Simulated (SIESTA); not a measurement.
PbF2 (Fluorocronite):

```xyz
3
Lattice="0.0000 2.9637 2.9637 2.9637 0.0000 2.9637 2.9637 2.9637 0.0000" Properties=species:S:1:pos:R:3 pbc="T T T"
Pb    0.0000    0.0000    0.0000
F     4.4455    4.4455    4.4455
F     1.4818    1.4818    1.4818
```

Base run:

| Property | Result |
| --- | --- |
| Program | SIESTA 5.4.2 |
| Functional | PBE |
| Potentials or basis | PseudoDojo 0.4 standard (PBE files) |
| Basis | SZ (energy shift 0.003 Ry) |
| Grid cutoff | 800 Ry |
| Energy shift | 0.003 Ry |
| k mesh | 8 × 8 × 8 |
| Occupations | fermi-dirac, width 0.05 eV |
| Spin | no spin polarisation |

Its results: band gap on the k mesh 3.60 eV, indirect (least direct gap 3.65 eV); pressure 2.9 GPa.

Task: After a change of settings the same cell gave: band gap on the k mesh 4.36 eV, indirect (least direct gap 4.51 eV); pressure 2.8 GPa. Which change was it?
A. functional from PBE to vdW-DF-cx; basis from SZ (energy shift 0.003 Ry) to DZP (energy shift 0.003 Ry; two zetas on semicore shells)
B. basis from SZ (energy shift 0.003 Ry) to TZP (energy shift 0.003 Ry; two zetas on semicore shells)
C. basis from SZ (energy shift 0.003 Ry) to TZDP (energy shift 0.01 Ry); energy shift from 0.003 Ry to 0.01 Ry

Result: B.

Caveats: spin-orbit coupling is left out, which as a rule narrows the gap of such compounds by several tenths of an eV; the basis of atomic orbitals isn't converged, which shifts pressures, moduli and gaps; the basis has no polarisation orbitals (some runs).
